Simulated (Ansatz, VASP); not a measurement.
**One calculation of Hf, two programs**

INCAR

```
SYSTEM = Hf
ALGO     = Normal         ! electronic algorithm
EDIFF    = 1E-6           ! SCF threshold, eV
EDIFFG   = -0.005         ! ionic threshold
ENCUT    = 600            ! plane-wave cutoff, eV
GGA      = PE             ! functional
IBRION   = 2              ! ionic algorithm
ISIF     = 3              ! what is computed and relaxed
ISMEAR   = 0              ! smearing method
IVDW     = 12             ! dispersion correction
LASPH    = .TRUE.         ! aspherical terms in the spheres
LCHARG   = .FALSE.        ! write CHGCAR
LREAL    = .FALSE.        ! projectors in reciprocal space
LWAVE    = .FALSE.        ! write WAVECAR
NELM     = 100            ! most SCF steps
NSW      = 70             ! ionic steps
PREC     = Accurate       ! precision mode
SIGMA    = 0.1            ! smearing width, eV
```

The input KPOINTS:

```
k-points
0
G
  16 16 16
  0 0 0
```

Contents of POSCAR:

```
Hf
1.0
   -1.7723126184      1.7723126184      1.7723126184
    1.7723126184     -1.7723126184      1.7723126184
    1.7723126184      1.7723126184     -1.7723126184
Hf
1
Direct
    0.0000000000      0.0000000000      0.0000000000
```

Input for Ansatz:

```yaml
crystal:
  lattice:
    - [-1.7723126184, 1.7723126184, 1.7723126184]
    - [1.7723126184, -1.7723126184, 1.7723126184]
    - [1.7723126184, 1.7723126184, -1.7723126184]
  atoms:
    - { symbol: Hf, position: [0.0, 0.0, 0.0] }
basis:
  ecutwfc: 420
kpoints:
  mp_grid: { grid: [16, 16, 16] }
hamiltonian:
  xc: pbe
  dispersion: d3bj
scf:
  occupations: { method: gaussian, width: 0.1 }
output:
  forces: true
  stress: true
  eigenvalues: true
relax:
  adjacent_minimum: "off"
  f_tol: 0.005
  max_steps: 50
  cell: { stress_tol: 0.05 }
```

Alike in both runs: task relaxation of cell and atoms; functional PBE; dispersion D3(BJ); k mesh 16 × 16 × 16; occupations gaussian, width 0.1 eV; no spin polarisation.

|  | VASP | Ansatz |
| --- | --- | --- |
| version | VASP 6.6.1 | Ansatz 0.2.0 |
| potentials or method | VASP PAW PBE potentials, release 64 (Hf_pv) | scalar-relativistic, plane waves, PAW |
| plane-wave cutoff (eV) | 600 | 420 |
| valence electrons in the cell | 10 | 26 |

VASP gave:

| Property | Result |
| --- | --- |
| gap on the k mesh at the Fermi level, each at its own relaxed structure (eV) | none |
| relaxed volume (Å³/atom) | 21.46 |
| relaxed cell length with the largest relative difference (Å) | 3.032 |
| energy change over the relaxation (meV/atom) | -10 |

Question: Estimate Ansatz's values.

Answer: gap on the k mesh at the Fermi level, each at its own relaxed structure (eV): none; relaxed volume (Å³/atom): 21.52; relaxed cell length with the largest relative difference (Å): 3.035; energy change over the relaxation (meV/atom): -8.

A gap of «none» marks a metal or a gap that the smearing closes. The two sets of potentials don't hold the same shells in valence.

Caveats: pairwise dispersion overbinds metals, which lowers pressure and volume. The runs have no spin-orbit coupling, so splittings on Hf are missing.
